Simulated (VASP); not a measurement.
Ir: single point with PBE

Ir:

```
Ir
1.0
     0.00000    1.93731    1.93731
     1.93731    0.00000    1.93731
     1.93731    1.93731    0.00000
Ir
1
Direct
  0.00000 0.00000 0.00000
```

```json
{
  "Program": "VASP 6.6.1",
  "Task": "single point",
  "Functional": "PBE",
  "Potentials or basis": "VASP PAW PBE potentials, release 64 (Ir)",
  "Cutoff": "520 eV",
  "k mesh": "18 × 18 × 18",
  "Occupations": "gaussian, width 0.1 eV",
  "Spin": "no spin polarisation",
  "Further INCAR settings": "ALGO = Normal; EDIFF = 1e-07; NBANDS = 10"
}
```

| Quantity | Value |
| --- | --- |
| Pressure | -0.6 GPa |
| Band gap on the k mesh | none (metal or under the smearing width) |

Levels at points of the mesh, in eV from the Fermi level:
```csv
k point,band 2,band 3,band 4,band 5,band 6,band 7
"(0.00, 0.00, 0.00)",-3.76,-3.76,-3.76,-1.18,-1.18,14.35
"(0.50, 0.00, 0.00)",-3.85,-3.85,-0.72,0.82,0.82,6.96
"(0.50, 0.50, 0.00)",-7.07,0.79,1.37,1.37,1.67,10.11
```

Wall time 9.2 s on 1 thread of Intel(R) Xeon(R) 6975P-C (Granite Rapids), on a shared host, peak memory 0.15 GiB.

Spin-orbit coupling is left out, which matters for the levels of Ir.
